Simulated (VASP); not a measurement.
Se: relaxation of cell and atoms with PBE

Se:

```
Se
1.0
     1.95733    1.13006    0.98182
    -1.95733    1.13006    0.98182
     0.00000   -2.26013    0.98182
Se
1
Direct
  0.00000 0.00000 0.00000
```

This isn't the form of Se at room conditions, which is trigonal, of chains.

```
Program                : VASP 6.6.1
Task                   : relaxation of cell and atoms
Functional             : PBE
Potentials or basis    : VASP PAW PBE potentials, release 64 (Se)
Cutoff                 : 520 eV
k mesh                 : 21 × 21 × 21
Occupations            : gaussian, width 0.02 eV
Spin                   : no spin polarisation
Target pressure        : 94 GPa
Further INCAR settings : ALGO = Normal; EDIFF = 1e-07; IBRION = 2; EDIFFG = -0.002; NSW = 80; ISIF = 3
Target pressure        : 94 GPa
```

| Quantity | Value |
| --- | --- |
| Energy change on relaxing (the enthalpy is what falls) | -0.5 meV/atom |
| Ionic steps | 3 |
| Pressure after relaxing | 94.0 GPa |
| Band gap on the k mesh | none (metal or under the smearing width) |

Step by step:
```csv
step,energy change (eV),largest force (eV/Å),pressure (GPa),volume (Å³)
1,0.0000,0.0000,94.02,13.03
2,-0.0021,0.0000,93.91,13.03
3,-0.0005,0.0000,94.00,13.03
```

Final structure:
```
CELL_PARAMETERS angstrom
1.95736 1.13008 0.98185
-1.95736 1.13008 0.98185
0.00000 -2.26017 0.98185
ATOMIC_POSITIONS crystal
Se 0.00000 0.00000 0.00000
```

Levels at points of the mesh, in eV from the Fermi level:
| k point | band 1 | band 2 | band 3 | band 4 | band 5 | band 6 | band 7 |
| --- | --- | --- | --- | --- | --- | --- | --- |
| (0.00, 0.00, 0.00) | -21.51 | 3.60 | 6.10 | 6.10 | 10.75 | 10.75 | 13.87 |

Wall time 39 s on 1 thread of Intel(R) Xeon(R) 6975P-C (Granite Rapids), with other jobs on the host, peak memory 0.19 GiB.

Caveat: the cell is relaxed towards a set pressure, so the enthalpy falls and the energy may rise.
